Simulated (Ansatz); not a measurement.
# LiF: energy along a strain

LiF, Fm-3m, a = 4.028 Å (as given, not relaxed at this level: -2.1 GPa). Ansatz: r2SCAN, PAW, 500 eV, Γ-centred 10×10×10 mesh on 2 atoms, Gaussian smearing 0.05 eV; no spin polarisation. Cell vectors (Å): 0.000 2.014 2.014; 2.014 0.000 2.014; 2.014 2.014 0.000. The cell is strained by x per cent times the pattern (0 1 0 0 0 0) in the order xx yy zz yz xz xy (engineering shears), with fractional coordinates held. y is the free energy over the start, V0 = 8.169 Å³/atom. Points with a strain past 8.5 % were computed too (3) and aren't used here.

| x (%) | y (meV/atom) |
| --- | --- |
| -7.50 | 16.09 |
| -5.00 | 4.26 |
| -2.50 | -0.50 |
| 0.00 | 0.00 |
| 2.50 | ? |
| 5.00 | 11.44 |
| 7.50 | 20.47 |

Task: Fit y = c1 x + c2 x² + c3 x³ to the other rows, get the stiffness along the pattern, and predict the missing energy.

Result: Least squares on the rows shown. y = 1.0687 x + 0.32311 x² − 0.013822 x³. The clamped-ion stiffness p·C·p = 2 × 3.231 eV × 160.2 / 8.169 Å³ = 127 GPa, which is C22 in these axes (C11 of the cubic crystal) (second derivative at the start, which stands under stress). With a term in x⁴ added, the coefficient of x² becomes 0.3054, 5 % less, which shows how far this figure hangs on the form. At x = 2.50 the fit asked for gives 4.48 meV/atom. The run gave 4.34 meV/atom, so the fit is 0.14 meV/atom too high, within the rms miss on the fitted rows (0.16 meV/atom).